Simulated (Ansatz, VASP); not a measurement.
**One calculation of KBr, two programs**

```
CELL_PARAMETERS angstrom
0.00000 3.23668 3.23668
3.23668 0.00000 3.23668
3.23668 3.23668 0.00000
ATOMIC_POSITIONS crystal
K 0.00000 0.00000 0.00000
Br 0.50000 0.50000 0.50000
```

Change from the starting cell: volume scaled by 0.95.

Alike in both runs: task single point; functional PBE; k mesh 7 × 7 × 7; occupations fermi-dirac, width 0.01 eV; no spin polarisation.

|  | VASP | Ansatz |
| --- | --- | --- |
| version | VASP 6.6.1 | Ansatz 0.2.0 |
| potentials or method | VASP PAW PBE potentials, release 64 (K_sv, Br), cutoff 520 eV | all-electron LAPW, scalar-relativistic |

Ansatz gave:

- gap on the k mesh at the Fermi level (eV): 4.60
- pressure (GPa): 1.8

Problem. What did VASP give for the same quantities?

Solution. gap on the k mesh at the Fermi level (eV): 4.60; pressure (GPa): 1.9.

Ansatz ran all-electron here, so the differences hold the error of VASP's frozen core and of both bases.
